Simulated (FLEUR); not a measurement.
## Se under changes of volume

One of the cells (27.261 Å³/atom); the others are scaled copies at fixed shape and fractional positions:

```
Se
1.0
     4.36620    0.00000    0.00000
    -2.18310    3.78124    0.00000
     0.00000    0.00000    4.95360
Se
3
Direct
  0.77460 0.77460 0.00000
  0.00000 0.22540 0.66667
  0.22540 0.00000 0.33333
```

```yaml
Program: FLEUR MaX-R8.1 (later development tree)
Functional: PBE
Potentials_or_basis: all-electron
Basis: FLAPW
Kmax: 4.13 1/bohr
k_mesh: 7 × 7 × 6
Occupations: fermi-dirac, width 0.05 eV
Spin: no spin polarisation
```

| volume (Å³/atom) | energy over the lowest point (meV/atom) | gap on the mesh (eV) |
| --- | --- | --- |
| 25.625 | 59.91 | 1.15 |
| 26.170 | ? | ? |
| 26.716 | 22.32 | 1.20 |
| 27.261 | 11.17 | 1.22 |
| 27.806 | 3.45 | 1.21 |
| 28.351 | 0.00 | 1.19 |
| 28.896 | 0.34 | 1.17 |

Task: What does the run at 26.170 Å³/atom give?

Result: Energy over the lowest point 38.65 meV/atom; gap on the mesh 1.18 eV.

Worked out: A Birch-Murnaghan fit of order 3 (a polynomial in V^(-2/3)) to the other rows has its minimum at 28.59 Å³/atom with B0 = V·E''(V) = 54 GPa and B' = 3.1 at fixed shape and positions, which overstates the stiffness. It gives 38.72 meV/atom at 26.170 Å³/atom, against the run's 38.65. A parabola through the other rows of the gap, of slope 1.33 eV per unit of ln V there, gives 1.18 eV, against the run's 1.18.

Energies are extrapolated to zero smearing.

Caveats: the plane-wave cutoff is short for the semicore states, which can make moduli rough; an odd mesh through Γ misses points on the zone boundary, where band edges often lie. Spin-orbit coupling on Se is left out.
